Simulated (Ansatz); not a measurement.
TiSi₂, DFT, PBEsol, PAW with Ansatz's default frozen-core files, scalar-relativistic (Ansatz 0.2.0), run on 2 threads of Arm Neoverse V1 on a shared host.

The cell is COD entry 1010453, as deposited and not checked against the literature; nothing was relaxed. It is an old determination, and later ones may differ. The listed cell was then made from it by scaling, straining or moving an atom.

Command: `ansatz run input.yaml --threads 2 --pin off --max-ram 8192MiB --backend cpu --events-out ev --progress --plain --runs-dir out`

```yaml
crystal:
  lattice:
    - [-0.0418975, 4.0966925, 4.24091]
    - [2.3651925, -0.03324, 4.2495675]
    - [2.36591, 4.1060675, -0.0325225]
  atoms:
    - { symbol: Ti, position: [0.75, 0.75, 0.75] }
    - { symbol: Ti, position: [0.5, 0.5, 0.5] }
    - { symbol: Si, position: [0.083, 0.417, 0.083] }
    - { symbol: Si, position: [0.417, 0.083, 0.417] }
    - { symbol: Si, position: [0.167, 0.833, 0.167] }
    - { symbol: Si, position: [0.833, 0.167, 0.833] }
kpoints:
  mp_grid: { grid: [8, 8, 8] }
scf:
  occupations: { method: fermi_dirac, width: 0.08 }
hamiltonian:
  xc: pbesol
  pseudopotentials: { kind: paw }
output:
  forces: true
  stress: true
  eigenvalues: true
  efg: { contact_densities: true }
```

How large is the problem that the program sets up?

260 irreducible k-points, 1615 plane waves at Γ, 26 bands.

Estimate the wall time and the peak memory.

22 s of wall time for 6 SCF iterations, with a peak of 0.7 GiB. Times on shared machines scatter by tens of per cent.

And the same cell and mesh by crystal-made all-electron datasets, asked for forces, stress, eigenvalues, efg, on the same hardware?

47 s, peak memory 1.5 GiB.
